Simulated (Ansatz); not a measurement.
# Sb (R-3m) in Ansatz: settings compared, part 2 of 2

Ansatz 0.2.0. Earlier steps stand in the parts before.

**3. Single point, PBE0**

input.yaml reads:

```yaml
crystal:
  lattice:
    - [2.1542, 1.2437279499, 3.758]
    - [-2.1542, 1.2437279499, 3.758]
    - [0.0, -2.4874558998, 3.758]
  atoms:
    - { symbol: Sb, position: [0.76651, 0.76651, 0.76651] }
    - { symbol: Sb, position: [0.23349, 0.23349, 0.23349] }
hamiltonian:
  xc: { exchange: pbe, correlation: pbe, exx: { coeff: 0.25 } }
  pseudopotentials: { kind: paw }
kpoints:
  mp_grid: { grid: [4, 4, 4] }
scf:
  occupations: { method: fermi_dirac, width: 0.05 }
output:
  forces: true
  stress: true
  eigenvalues: true
  write_density: true
  write_potential: true
  elf: true
  volumetric_format: npy
```

Potentials or basis: Ansatz PAW.

Run with:

```bash
$ ansatz run input.yaml --threads 2 --pin off --max-ram 5632MiB --backend cpu --events-out ev --progress --plain --runs-dir out
```

The log of the run:

```text
Warning: output.stress: scf.convergence.dr2_threshold = 1e-7 eV (the SCF's general default) is looser than the 2e-10 eV advised for a printed stress (1e-10 eV for each atom of the cell: 2). What an SCF threshold leaves in a stress goes as its square root, and in the free energy as the threshold itself, and one threshold admits the most on a small cell: of the crystals measured, under no hybrid functional and no lock of the moments, on runs that ended without the residual-converged pass, on stresses that held no estimate of that error, the worst erred by over 100 MPa in a component at 1e-7 eV an atom and by under 5 at 1e-10. Set scf.convergence.dr2_threshold to 2e-10 eV or tighter. The threshold is an SCF's pass mark: one that does not reach it within its budget of iterations ends unconverged, or closes short of it on a stop that the run arms, and scf.convergence.dr2_threshold's page says what that costs each kind of run
Warning: output.stress: scf.exx.energy_threshold = 1e-6 eV is looser than the 2e-8 eV advised for a stress under a hybrid functional (1e-8 eV for each atom of the cell: 2). Every SCF of the exchange loop can meet its threshold on dr2 while the loop round them stops early: no threshold on dr2 bounds what that leaves in the stress. Set scf.exx.energy_threshold to 2e-8 eV or tighter. The threshold is the loop's pass mark: a loop that does not reach it within its budget of cycles ends unconverged, and scf.exx.energy_threshold's page has the law
Warning: RAYON_NUM_THREADS=2 ignored (pool sized by the plan → 2); use --threads N
Engine: ansatz 0.2.0, aarch64-unknown-linux-gnu
Pseudopotentials: kind: paw
Pseudopotential: Sb, paw, valence charge 15, recommended cutoff 420 eV (normal), Sb.paw.azcp
Functional definition: unnamed
  parameter a_1 = 0.25
  exchange = (1 - a_1)*pbe_x + a_1*exact_x
  correlation = pbe_c
Crystal: 2 atoms, lattice volume = 60.411 Å³
Basis set: ecut = 420 eV, 1195 PW (Γ), exchange–correlation on 64×64×64 points (8 copies of the dense FFT grid, shifted against one another)
Bands: 19, of which v1, the nominal top of the filled ones, is band 15 counted from 1 (14 counted from 0)
Symmetry: 12 space group operations
Space group: R-3m (ITA 166), of the structure as read, at distance tolerance 3.9e-5 Å
k-points: 13 of 64
Non-local potential: Sb, projectors of the file, l = 0: 2, l = 1: 2, l = 2: 2, l = 3: 2
PAW form: soft (Blöchl's): semilocal exchange-correlation on the pseudo side does not see the compensation charge
PAW frozen core: Sb, regenerated for the run's functional, and the local potential with it (the file was generated under x = pbe(κ = 0.804, μ = 0.2195149727645171), c = pbe(β = 0.06672455060314922))
PAW one-centre angular grid: Sb, 590 points (default); XC on 64 Gauss nodes
Initial density: superposition of atomic densities (neutral atoms: chi_scale 0, normalization atom), corrected by the library's trained network
Initial wavefunctions: pseudopotential atomic-orbital guess
Functional: x = pbe(κ = 0.804, μ = 0.2195149727645171), c = pbe(β = 0.06672455060314922), warm-up for x = 0.75 pbe(κ = 0.804, μ = 0.2195149727645171) + 0.25 exact, c = pbe(β = 0.06672455060314922)
SCF iter   1: F=—  HF=-12969.000835 eV  |F-HF|=—  |Δ(HF+E_count)|=         —  Δρ=1.55e-3  dr2=1.85e-3  ethr=1.77e-3  ⟨swp⟩=8.0  Hψ=1005  notcnv=0
preconditioner: auto → none  [insulator: Δε(μ)=0.113 eV  Ē_g=8.681 eV  σ=0.050 eV  W_gap=0.51  n_scr=14 (ndim 8)  ℏωp=15.1 eV  f_vac=0.002  D(μ)=0.70/eV (n_scr^D=0)]
[... 38 lines left out ...]
Stability not checked: this state was not tested for a lower state beside it, because the functional holds exact exchange (a hybrid, or Hartree-Fock), whose exchange loop this test does not read (fock_operator; see scf.lower_state_search)
Free energy (F): -12975.869829 eV
Frozen-core exchange: fock
Harris-Foulkes:  -12975.869829 eV  (|F-HF|=4.47e-10)
Internal energy: -12975.869813 eV  (E = F + TS)
E sigma→0 (E₀):  -12975.869821 eV
Entropy (-TS):   -0.000016 eV (-0.008 meV/atom)
Fermi energy:    9.832793 eV
--- Per-component energies (eV) ---
  E_band       = -411.362800
  E_kinetic    = 413.053321
  E_local      = -3191.843124  (includes V_loc(G=0)·N_el)
  E_nonlocal   = 723.820122
  E_hartree    = 1449.733641
  E_xc         = -213.399457
  E_vxc        = -149.186178  (∫ρ·V_xc dr)
  E_exx        = -93.355163  (= α·E_x^exact, valence–valence)
  E_paw        = -9129.088152  (= ΣΔE_a)
  E_vpaw       = -919.964527  (= ΣTr[D̂ρ^β])
  E_aug_tail   = -0.000003  (compensation charges beyond the density's cutoff)
  E_ewald      = -2934.870052
  E_core_change = 0.079053  (= ΣΔE_core)
  E_smearing   = -0.000016  (= −TS)
  E_closure    = 0.000000  (closes the sum)
  Σ components = -12975.869829   (vs F -12975.869829, Δ=0.00e0)
--- Forces (eV/Å), atoms counted from 1 ---
  atom   1  Sb     0.00000000     0.00000000     0.39978287
  atom   2  Sb    -0.00000000    -0.00000000    -0.39978287
  max |Σ_I F_I| component: 1.11e-16 eV/Å
--- Stress (GPa, compression-positive) ---
        0.948767      -0.000000       0.000000
       -0.000000       0.948767       0.000000
        0.000000       0.000000       0.308791
  P = ⅓ Tr σ = 0.7354 GPa (7.354 kbar)
--- Band table (eV; the first three rows and the last of 13) ---
  k-point 0: bands = ["-22.4504", "-22.4504", "-22.3570", "-22.3570", "-22.3166", "-22.2316", "-22.2316", "-22.2131", "-22.1512", "-22.1512", "-4.6434", "4.4708", "7.2125", "7.5395", "7.5395", "12.7817", "13.5128", "13.5128", "15.9420"]
  k-point 1: bands = ["-22.4271", "-22.4145", "-22.3446", "-22.3353", "-22.3024", "-22.2484", "-22.2431", "-22.2330", "-22.1821", "-22.1772", "-3.8779", "1.8380", "7.3277", "7.4397", "8.5385", "11.8061", "11.9772", "12.0497", "15.7438"]
  k-point 2: bands = ["-22.3977", "-22.3520", "-22.3236", "-22.2998", "-22.2940", "-22.2824", "-22.2765", "-22.2480", "-22.2197", "-22.2118", "-1.9825", "-1.1908", "7.3912", "7.5233", "9.2907", "10.2636", "10.6761", "10.9603", "18.5936"]
  k-point 12: bands = ["-22.3998", "-22.3998", "-22.3370", "-22.3370", "-22.2942", "-22.2453", "-22.2453", "-22.2335", "-22.2079", "-22.2079", "-2.8960", "-0.5009", "8.1027", "8.1027", "9.4514", "10.5306", "10.5306", "11.4775", "18.0269"]
```

rho_z.tsv:

```text
# z_ang	rho[e/angstrom^3]
# format = ansatz-planar-average/11
# lattice	2.154200000	1.243727950	3.758000000
# lattice	-2.154200000	1.243727950	3.758000000
# lattice	0.000000000	-2.487455900	3.758000000
# sites	2
# site	51	0.000000000	0.000000000	8.641633740
# site	51	0.000000000	0.000000000	2.632366260
0.000000	2.611464e-1
0.140833	2.727754e-1
0.281666	3.121239e-1
0.422500	3.892477e-1
0.563333	5.096874e-1
0.704166	6.608503e-1
[... 24 lines left out ...]
4.224995	3.121239e-1
4.365829	2.727754e-1
```

It took 14 s on 2 threads of Arm Neoverse V1, shared host; peak memory 0.72 GiB.

What came out:

* Free energy: -12975.8698 eV
* Pressure: 0.7 GPa
* Largest force: 0.400 eV/Å
* Band gap on the k mesh: 0.81 eV, indirect (least direct gap 0.97 eV)

Forces on the atoms (eV/Å):
```
Sb   0.000  0.000  0.400
Sb   0.000  0.000 -0.400
```

Stress tensor (GPa, compression positive):
```
0.95 0.00 0.00
0.00 0.95 0.00
0.00 0.00 0.31
```

Caveat: the k mesh is coarse (spacing up to 0.44 Å⁻¹), so the values aren't converged, least of all with exact exchange; spin-orbit coupling is left out, which moves the levels of the heavy elements; the PAW data sets come from PBE, with cores solved anew for the run's functional, which leaves a small shift of forces and pressure; the thresholds are loose for stress.

**4. Single point, PBE0 form with a typed share of exact exchange**

input.yaml: that of step 3 with these lines changed.

```diff
@@ -9,3 +9,3 @@
 hamiltonian:
-  xc: { exchange: pbe, correlation: pbe, exx: { coeff: 0.25 } }
+  xc: { exchange: pbe, correlation: pbe, exx: { coeff: 0.35 } }
   pseudopotentials: { kind: paw }
@@ -19,5 +19 @@
   eigenvalues: true
-  write_density: true
-  write_potential: true
-  elf: true
-  volumetric_format: npy
```

Potentials or basis: Ansatz PAW.

Run with:

```bash
$ ansatz run input.yaml --threads 2 --pin off --max-ram 5632MiB --backend cpu --events-out ev --progress --plain --runs-dir out
```

The log of the run:

```text
Warning: output.stress: scf.convergence.dr2_threshold = 1e-7 eV (the SCF's general default) is looser than the 2e-10 eV advised for a printed stress (1e-10 eV for each atom of the cell: 2). What an SCF threshold leaves in a stress goes as its square root, and in the free energy as the threshold itself, and one threshold admits the most on a small cell: of the crystals measured, under no hybrid functional and no lock of the moments, on runs that ended without the residual-converged pass, on stresses that held no estimate of that error, the worst erred by over 100 MPa in a component at 1e-7 eV an atom and by under 5 at 1e-10. Set scf.convergence.dr2_threshold to 2e-10 eV or tighter. The threshold is an SCF's pass mark: one that does not reach it within its budget of iterations ends unconverged, or closes short of it on a stop that the run arms, and scf.convergence.dr2_threshold's page says what that costs each kind of run
Warning: output.stress: scf.exx.energy_threshold = 1e-6 eV is looser than the 2e-8 eV advised for a stress under a hybrid functional (1e-8 eV for each atom of the cell: 2). Every SCF of the exchange loop can meet its threshold on dr2 while the loop round them stops early: no threshold on dr2 bounds what that leaves in the stress. Set scf.exx.energy_threshold to 2e-8 eV or tighter. The threshold is the loop's pass mark: a loop that does not reach it within its budget of cycles ends unconverged, and scf.exx.energy_threshold's page has the law
Warning: RAYON_NUM_THREADS=2 ignored (pool sized by the plan → 2); use --threads N
[... 4 set-up lines as earlier in the session ...]
  parameter a_1 = 0.35
[... 2 set-up lines as earlier in the session ...]
Crystal: 2 atoms, lattice volume = 60.411 Å³
Basis set: ecut = 420 eV, 1195 PW (Γ), exchange–correlation on 64×64×64 points (8 copies of the dense FFT grid, shifted against one another)
Bands: 19, of which v1, the nominal top of the filled ones, is band 15 counted from 1 (14 counted from 0)
[... 1 set-up line as earlier in the session ...]
[... 80 lines left out ...]
  E_xc         = -188.040952
  E_vxc        = -131.902591  (∫ρ·V_xc dr)
  E_exx        = -130.753260  (= α·E_x^exact, valence–valence)
  E_paw        = -9120.423900  (= ΣΔE_a)
  E_vpaw       = -892.442330  (= ΣTr[D̂ρ^β])
  E_aug_tail   = -0.000003  (compensation charges beyond the density's cutoff)
  E_ewald      = -2934.870052
  E_core_change = 0.110361  (= ΣΔE_core)
  E_smearing   = -0.000002  (= −TS)
  E_closure    = 0.000001  (closes the sum)
  Σ components = -12978.648441   (vs F -12978.648441, Δ=1.82e-12)
--- Forces (eV/Å), atoms counted from 1 ---
  atom   1  Sb     0.00000000     0.00000000     0.54434912
  atom   2  Sb    -0.00000000    -0.00000000    -0.54434912
  max |Σ_I F_I| component: 2.22e-16 eV/Å
--- Stress (GPa, compression-positive) ---
        0.098597       0.000000       0.000000
        0.000000       0.098597       0.000000
        0.000000      -0.000000      -0.284245
  P = ⅓ Tr σ = -0.0290 GPa (-0.290 kbar)
--- Band table (eV; the first three rows and the last of 13) ---
  k-point 0: bands = ["-23.6870", "-23.6870", "-23.5905", "-23.5905", "-23.5469", "-23.4607", "-23.4607", "-23.4399", "-23.3815", "-23.3815", "-5.4459", "4.1625", "6.8807", "7.2331", "7.2331", "13.0177", "13.8065", "13.8065", "16.2285"]
  k-point 1: bands = ["-23.6634", "-23.6505", "-23.5776", "-23.5681", "-23.5326", "-23.4781", "-23.4721", "-23.4620", "-23.4116", "-23.4081", "-4.6486", "1.3400", "7.0138", "7.1324", "8.3459", "11.9944", "12.1953", "12.2617", "16.0280"]
  k-point 2: bands = ["-23.6335", "-23.5871", "-23.5550", "-23.5316", "-23.5254", "-23.5130", "-23.5084", "-23.4765", "-23.4477", "-23.4436", "-2.6676", "-1.8444", "7.0729", "7.2134", "9.0749", "10.4316", "10.8518", "11.1267", "18.9571"]
  k-point 12: bands = ["-23.6357", "-23.6357", "-23.5699", "-23.5699", "-23.5237", "-23.4747", "-23.4747", "-23.4610", "-23.4393", "-23.4393", "-3.6202", "-1.1318", "7.8162", "7.8162", "9.3942", "10.6719", "10.6719", "11.5783", "18.3897"]
```

It took 17 s on 2 threads of Arm Neoverse V1, shared host; peak memory 0.72 GiB.

What came out:

- Free energy: -12978.6484 eV
- Pressure: 0.0 GPa
- Largest force: 0.544 eV/Å
- Band gap on the k mesh: 1.04 eV, indirect (least direct gap 1.28 eV)

Forces on the atoms (eV/Å):
```
Sb   0.000  0.000  0.544
Sb   0.000  0.000 -0.544
```

Caveat: the k mesh is coarse (spacing up to 0.44 Å⁻¹), so the values aren't converged, least of all with exact exchange; spin-orbit coupling is left out, which moves the levels of the heavy elements; the PAW data sets come from PBE, with cores solved anew for the run's functional, which leaves a small shift of forces and pressure; the thresholds are loose for stress. A k mesh can miss the band edges.

**5. Overview**

```tsv
level	share of exact exchange	gap on the mesh (eV)	pressure (GPa)	largest force (eV/Å)
PBE0 form with a typed share of exact exchange	0.15	0.58	1.5	0.26
PBE0	0.25	0.81	0.7	0.40
PBE0 form with a typed share of exact exchange	0.35	1.04	0.0	0.54
```

Alike in all rows: task single point; potentials or basis Ansatz PAW; no spin polarisation; cell as given; k mesh 4 × 4 × 4; cutoff (eV) 420; smearing fermi-dirac 0.05 eV; the mesh is coarse, so values aren't converged.

Caveats: all runs use coarse meshes; spin-orbit coupling is left out, which moves the levels of the heavy elements; the PAW data sets come from PBE, with cores solved anew for the run's functional, which leaves a small shift of forces and pressure; the thresholds are loose for stress.

Absolute energies hang on the potentials; compare differences alone.
